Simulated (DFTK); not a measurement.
Crystal: CdTe.

```
CELL_PARAMETERS angstrom
0.00000 3.20500 3.20500
3.20500 0.00000 3.20500
3.20500 3.20500 0.00000
ATOMIC_POSITIONS crystal
Te 0.75000 0.75000 0.75000
Cd 0.00000 0.00000 0.00000
```

Base run:

| Item | Value |
| --- | --- |
| Program | DFTK 0.8.2 |
| Functional | PBE |
| Potentials or basis | SG15 1.2 (PBE) |
| Cutoff | 952 eV |
| k mesh | 6 × 6 × 6 |
| Occupations | fermi-dirac, width 0.05 eV |
| Spin | no spin polarisation |

Its results: band gap on the k mesh 0.87 eV, direct.

**Question.** The run is repeated on the same cell with these changes: functional from PBE to TASK; cutoff from 952 eV to 1225 eV; k mesh from 6 × 6 × 6 to 4 × 4 × 4. What comes out?

**Answer.** Band gap on the k mesh 1.84 eV, direct.

Several settings changed at once, so the effect can't be laid on one alone.

Caveats: some runs use coarse meshes; spin-orbit coupling is left out, which moves the levels of the heavy elements.

Not every run made on this cell is shown here.
